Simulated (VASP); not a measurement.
# PbSe (Pm-3m) in VASP: a series of runs

Aim: see how the results for PbSe move with the level of theory and the settings. Levels: r2SCAN, MS2. Tasks: relaxation of cell and atoms.

All numbers are computed with VASP 6.6.1; they aren't measurements. Logs are shortened: lines on timing, memory, paths and dates and some standing lists are left out, and cuts for length are marked.

## (1) The structure

It takes space group Pm-3m (No. 221, cubic). Conventional cell: a = 3.784 Å, b = 3.784 Å, c = 3.784 Å, α = 90.00°, β = 90.00°, γ = 90.00°. Pb (site symmetry m-3m) is surrounded by 8 Se at 3.28 Å. Se (site symmetry m-3m) has 8 Pb at 3.28 Å as nearest neighbours.

Measurements of this composition are mostly on another form, of space group No. 225.

## (2) Relaxation of cell and atoms, r2SCAN

INCAR reads:

```
PREC = Accurate ; ENCUT = 600
EDIFF = 1E-6 ; ISMEAR = 0
SIGMA = 0.05 ; LREAL = False
LASPH = True ; NELM = 60
ALGO = Normal ; ISIF = 3
LWAVE = False ; LCHARG = False
METAGGA = R2SCAN ; LMIXTAU = True
IBRION = 2 ; NSW = 60
EDIFFG = -0.01
```

KPOINTS reads:

```
regular mesh
0
Gamma
  7 7 7
```

POSCAR reads:

```
PbSe
1.0
    3.7843220000      0.0000000000      0.0000000000
    0.0000000000      3.7843220000      0.0000000000
    0.0000000000      0.0000000000      3.7843220000
Pb Se
1 1
Direct
    0.0000000000      0.0000000000      0.0000000000
    0.5000000000      0.5000000000      0.5000000000
```

Potentials or basis: VASP PAW PBE potentials, release 64 (Pb_d, Se).

Started as:

```
> cat potpaw_PBE.64/Pb_d/POTCAR potpaw_PBE.64/Se/POTCAR > POTCAR
> mpirun -np 1 vasp_std > vasp.out
```

OUTCAR:

```text
PREC = Accurate
   ENCUT = 600
   EDIFF = 1E-6
   ISMEAR = 0
   LREAL = False
   LASPH = True
   NELM = 60
   ISIF = 3
   METAGGA = R2SCAN
   IBRION = 2
   NSW = 60
   EDIFFG = -0.01

 ion  position               nearest neighbor table
   1  0.000  0.000  0.000-   2 3.28   2 3.28   2 3.28   2 3.28   2 3.28   2 3.28   2 3.28   2 3.28

   2  0.500  0.500  0.500-   1 3.28   1 3.28   1 3.28   1 3.28   1 3.28   1 3.28   1 3.28   1 3.28

  LATTYP: Found a simple cubic cell.
 ALAT       =     3.7843220000

  Lattice vectors:

 A1 = (   3.7843220000,   0.0000000000,   0.0000000000)
 A2 = (   0.0000000000,   3.7843220000,   0.0000000000)
 A3 = (   0.0000000000,   0.0000000000,   3.7843220000)

Analysis of symmetry for initial positions (statically):
=====================================================================
 Subroutine PRICEL returns:
 Original cell was already a primitive cell.

 Routine SETGRP: Setting up the symmetry group for a
 simple cubic supercell.

 Subroutine GETGRP returns: Found 48 space group operations
 (whereof 48 operations were pure point group operations)
 out of a pool of 48 trial point group operations.

The static configuration has the point symmetry O_h .

Analysis of symmetry for dynamics (positions and initial velocities):
=====================================================================
 Subroutine PRICEL returns:
 Original cell was already a primitive cell.

 Routine SETGRP: Setting up the symmetry group for a
 simple cubic supercell.

 Subroutine GETGRP returns: Found 48 space group operations
 (whereof 48 operations were pure point group operations)
 out of a pool of 48 trial point group operations.

The dynamic configuration has the point symmetry O_h .

 Subroutine INISYM returns: Found 48 space group operations
 (whereof 48 operations are pure point group operations),
 and found     1 'primitive' translations

----------------------------------------------------------------------------------------

                                     Primitive cell

  volume of cell :      54.1956

  direct lattice vectors                    reciprocal lattice vectors
     3.784322000  0.000000000  0.000000000     0.264248127  0.000000000  0.000000000
     0.000000000  3.784322000  0.000000000     0.000000000  0.264248127  0.000000000
     0.000000000  0.000000000  3.784322000     0.000000000  0.000000000  0.264248127

  length of vectors
[... 74 lines left out ...]
   LASPH  =      T    aspherical Exc in radial PAW
   ENCUT  =  600.0 eV  44.10 Ry    6.64 a.u.   7.56  7.56  7.56*2*pi/ulx,y,z
   NELM   =     60;   NELMIN=  2; NELMDL= -5     # of ELM steps
   EDIFF  = 0.1E-05   stopping-criterion for ELM
   LREAL  =      F    real-space projection
   EDIFFG = -.1E-01   stopping-criterion for IOM
   NSW    =     60    number of steps for IOM
   IBRION =      2    ionic relax: 0-MD 1-quasi-New 2-CG
   NFREE  =      1    steps in history (QN), initial steepest desc. (CG)
   ISIF   =      3    stress and relaxation
   ISYM   =      2    0-nonsym 1-usesym 2-fastsym
   POTIM  = 0.5000    time-step for ionic-motion
   TEBEG  =    0.0;   TEEND  =   0.0 temperature during run
   PSTRESS=    0.0 pullay stress
   NELECT =      20.0000    total number of electrons
   NUPDOWN=      -1.0000    fix difference up-down
   EMIN   =  10.00;   EMAX   =-10.00  energy-range for DOS
   EFERMI =   0.00;   METHOD = LEGACY
   ISMEAR =     0;   SIGMA  =   0.05  broadening in eV -4-tet -1-fermi 0-gaus
   EFERMI_NEDOS =   21; number of points for ismear=-14 and -15
   IALGO  =     38    algorithm
   IMIX   =      4    mixing-type and parameters
     AMIX     =   0.40;   BMIX     =  1.00
     AMIX_MAG =   1.60;   BMIX_MAG =  1.00
  volume/ion in A,a.u.               =      27.10       182.87
  Fermi-wavevector in a.u.,A,eV,Ry     =   1.174258  2.219025 18.760817  1.378881
  Thomas-Fermi vector in A             =   2.310658
   LORBIT       =      0    0 simple, 1 ext, 2 COOP (PROOUT), +10 PAW based schemes
   METAGGA = R2SCAN    functional components
   LHFCALC =     F    Hartree Fock is set to
   AEXX    =    0.0000 exact exchange contribution
   IVDW    =     0    specifies the selected vdW correction
   LEPSILON=     F    determine dielectric tensor
   LRPA    =     F    only Hartree local field effects (RPA)
 conjugate gradient relaxation of ions
 non-spin polarized calculation
 Gauss-broadening in eV      SIGMA  =   0.05
  energy-cutoff  :      600.00
  volume of cell :       54.20
 maximum number of plane-waves:      1839
 NGX is ok and might be reduce to    30
   NGX = 15   NGY = 15   NGZ = 15

--------------------------------------- Ionic step        1  -------------------------------------------

 number of electron      20.0000001 magnetization

 Free energy of the ion-electron system (eV)
  ---------------------------------------------------
  ext. energy  EPLUGINS =         0.00000000
  ---------------------------------------------------
  free energy    TOTEN  =       -71.40583970 eV

  energy without entropy =      -71.40436525  energy(sigma->0) =      -71.40510248

------------------------ aborting loop because EDIFF is reached ----------------------------------------

  FORCE on cell =-STRESS in cart. coord.  units (eV):
  Direction    XX          YY          ZZ          XY          YZ          ZX
  --------------------------------------------------------------------------------------
  -------------------------------------------------------------------------------------
  Total       -0.1823515     -0.1823515     -0.1823515      0.0000000     -0.0000000      0.0000000
  in kB       -5.3908306     -5.3908306     -5.3908306      0.0000000     -0.0000000      0.0000000
  external PRESSURE =      -5.3908306 kB  Pullay stress =       0.0000000 kB
[... 59 lines left out ...]
--------------------------------------- Ionic step        3  -------------------------------------------

 number of electron      20.0000002 magnetization

 Free energy of the ion-electron system (eV)
  ---------------------------------------------------
  ext. energy  EPLUGINS =         0.00000000
  ---------------------------------------------------
  free energy    TOTEN  =       -71.40684591 eV

  energy without entropy =      -71.40495506  energy(sigma->0) =      -71.40590049

 E-fermi :   5.2831     XC(G=0): -10.5060

 val. band max:        5.2692277190   @ k =   0.1429   0.1429   0.1429
 cond. band min:       5.3105966335   @ k =   0.4286   0.4286   0.4286
 fundamental gap:      0.0413689146
 Fermi energy:         5.2830829129

 k-point     1 :       0.0000    0.0000    0.0000
  band No.  band energies     occupation
      1     -12.3562      2.00000
      2     -12.3562      2.00000
      3     -12.1987      2.00000
      4     -12.1987      2.00000
      5     -12.1987      2.00000
      6      -8.4370      2.00000
      7      -1.8596      2.00000
      8       3.7210      2.00000
      9       3.7210      2.00000
     10       3.7210      2.00000
     11      10.9584      0.00000
     12      10.9584      0.00000
     13      11.7839      0.00000
     14      11.7839      0.00000
[... 350 lines left out ...]
  FREE ENERGIE OF THE ION-ELECTRON SYSTEM (eV)
  ---------------------------------------------------
  free  energy   TOTEN  =       -71.4068459086 eV

  energy  without entropy=      -71.4049550632  energy(sigma->0) =      -71.40590049

 reached required accuracy - stopping structural energy minimisation
```

OSZICAR:

```text
N       E                     dE             d eps       ncg     rms          rms(c)
DAV:   1     0.993665821999E+02    0.99367E+02   -0.10971E+04   560   0.171E+03
DAV:   2    -0.631273773147E+02   -0.16249E+03   -0.15971E+03   584   0.387E+02
DAV:   3    -0.759365504036E+02   -0.12809E+02   -0.12339E+02   734   0.107E+02
[... 32 lines left out ...]
DAV:   4    -0.714068453145E+02   -0.13996E-05   -0.41850E-05   620   0.880E-02    0.980E-03
DAV:   5    -0.714068358986E+02    0.94159E-05   -0.28885E-05   560   0.480E-02    0.703E-03
DAV:   6    -0.714068340692E+02    0.18294E-05   -0.53234E-05   560   0.726E-02    0.476E-03
DAV:   7    -0.714068454807E+02   -0.11411E-04   -0.78880E-06   560   0.257E-02    0.124E-03
DAV:   8    -0.714068459086E+02   -0.42794E-06   -0.45028E-07   286   0.878E-03
   3 F= -.71406846E+02 E0= -.71405900E+02  d E =-.100621E-02
```

It took 79 s on 1 thread of Intel Xeon 6975P-C (Granite Rapids), shared host; peak memory 0.19 GiB.

What came out:

```yaml
Free_energy: -71.4068 eV
Relaxed_volume: 26.81 Å³/atom
Relaxed_cell: a = 3.771 Å, b = 3.771 Å, c = 3.771 Å, α = 90.00°, β = 90.00°, γ = 90.00°
Space_group_after_relaxing_to_0.05_Å: Pm-3m (No. 221)
Energy_gained_by_relaxing: 0.5 meV/atom
Ionic_steps: 3
Pressure_after_relaxing: 0.0 GPa
Band_gap_on_the_k_mesh: 0.04 eV, indirect (least direct gap 1.36 eV)
```

The path:
```csv
step,energy change (eV),largest force (eV/Å),pressure (GPa),volume (Å³)
1,0.0000,0.0000,-0.54,54.20
2,-0.0010,0.0000,0.13,53.48
3,-0.0010,0.0000,0.00,53.61
```

Final structure:
```
CELL_PARAMETERS angstrom
3.77066 0.00000 0.00000
0.00000 3.77066 0.00000
0.00000 0.00000 3.77066
ATOMIC_POSITIONS crystal
Pb 0.00000 0.00000 0.00000
Se 0.50000 0.50000 0.50000
```

Caveat: the PAW data sets were made with another functional, which shifts forces and pressure a little; spin-orbit coupling is left out, which as a rule narrows the gap of such compounds by several tenths of an eV; an odd mesh through Γ misses points on the zone boundary, where band edges often lie.

## (3) Relaxation of cell and atoms, MS2

INCAR reads:

```
SYSTEM = PbSe
PREC     = Accurate       ! precision mode
ENCUT    = 600            ! plane-wave cutoff, eV
EDIFF    = 1E-6           ! SCF threshold, eV
ISMEAR   = 0              ! smearing method
SIGMA    = 0.05           ! smearing width, eV
LREAL    = .False.        ! projectors in reciprocal space
LASPH    = .True.         ! aspherical terms in the spheres
NELM     = 80             ! most SCF steps
ALGO     = Normal         ! electronic algorithm
ISIF     = 3              ! what is computed and relaxed
LWAVE    = .False.        ! write WAVECAR
LCHARG   = .False.        ! write CHGCAR
METAGGA  = MS2            ! meta-GGA
LMIXTAU  = .True.       
IBRION   = 2              ! ionic algorithm
NSW      = 40             ! ionic steps
EDIFFG   = -0.01          ! ionic threshold
```

KPOINTS reads:

```
regular mesh
0
Gamma
  7 7 7
  0 0 0
```

POSCAR is that of step 2.

Potentials or basis: VASP PAW PBE potentials, release 64 (Pb_d, Se).

Started as:

```
> cat potpaw_PBE.64/Pb_d/POTCAR potpaw_PBE.64/Se/POTCAR > POTCAR
> mpirun -np 1 vasp_std > vasp.out
```

Run time: 83 s. Hardware: 1 thread of Intel Xeon 6975P-C (Granite Rapids), shared host; peak memory 0.19 GiB.

The run converged. Its results:

```yaml
Free_energy: 11.1992 eV
Relaxed_volume: 25.69 Å³/atom
Relaxed_cell: a = 3.718 Å, b = 3.718 Å, c = 3.718 Å, α = 90.00°, β = 90.00°, γ = 90.00°
Space_group_after_relaxing_to_0.05_Å: Pm-3m (No. 221)
Energy_gained_by_relaxing: 12.1 meV/atom
Ionic_steps: 3
Pressure_after_relaxing: 0.0 GPa
Band_gap_on_the_k_mesh: none (metal or under the smearing width)
```

The path:
| step | energy change (eV) | largest force (eV/Å) | pressure (GPa) | volume (Å³) |
| --- | --- | --- | --- | --- |
| 1 | 0.0000 | 0.0000 | -2.56 | 54.20 |
| 2 | -0.0232 | 0.0000 | 0.63 | 50.87 |
| 3 | -0.0243 | 0.0000 | 0.01 | 51.39 |

Final structure:
```cif
data_structure
_symmetry_space_group_name_H-M 'P 1'
_symmetry_Int_Tables_number 1
_cell_length_a 3.7178
_cell_length_b 3.7178
_cell_length_c 3.7178
_cell_angle_alpha 90.000
_cell_angle_beta 90.000
_cell_angle_gamma 90.000
_cell_volume 51.39
loop_
_atom_site_label
_atom_site_type_symbol
_atom_site_fract_x
_atom_site_fract_y
_atom_site_fract_z
_atom_site_occupancy
Pb1 Pb 0.00000 0.00000 0.00000 1
Se1 Se 0.50000 0.50000 0.50000 1
```

Levels at points of the mesh, in eV from the Fermi level:
| k point | band 8 | band 9 | band 10 | band 11 | band 12 | band 13 |
| --- | --- | --- | --- | --- | --- | --- |
| (0.00, 0.00, 0.00) | -1.64 | -1.64 | -1.64 | 5.25 | 5.25 | 6.62 |

Caveat: the PAW data sets were made with another functional, which shifts forces and pressure a little. Spin-orbit coupling is left out, which matters for the levels of Pb.

## (4) The reference run

An earlier run on the cell as given: functional PBE; potentials or basis VASP PAW PBE potentials, release 64 (Pb_d, Se); cutoff 520 eV; k mesh 7 × 7 × 7; occupations fermi-dirac, width 0.05 eV; no spin polarisation.

- Pressure: -0.2 GPa
- Band gap on the k mesh: none (metal or under the smearing width)

## (5) Summary

```tsv
task	level	cell	cutoff (eV)	smearing	gap on the mesh (eV)	pressure (GPa)	relaxed volume (Å³/atom)
relaxation of cell and atoms	r2SCAN	relaxed	600	gaussian 0.05 eV	0.04	0.0	26.81
relaxation of cell and atoms	MS2	relaxed	600	gaussian 0.05 eV	none	0.0	25.69
single point	PBE	as given	520	fermi-dirac 0.05 eV	none	-0.2	-
```

Alike in all rows: potentials or basis VASP PAW PBE potentials, release 64 (Pb_d, Se); no spin polarisation; k mesh 7 × 7 × 7.

Caveats: the PAW data sets were made with another functional, which shifts forces and pressure a little (some runs); spin-orbit coupling is left out, which as a rule narrows the gap of such compounds by several tenths of an eV (some runs); an odd mesh through Γ misses points on the zone boundary, where band edges often lie (some runs).

Total energies depend on the potentials used, so only differences within one code and one set of settings carry meaning.
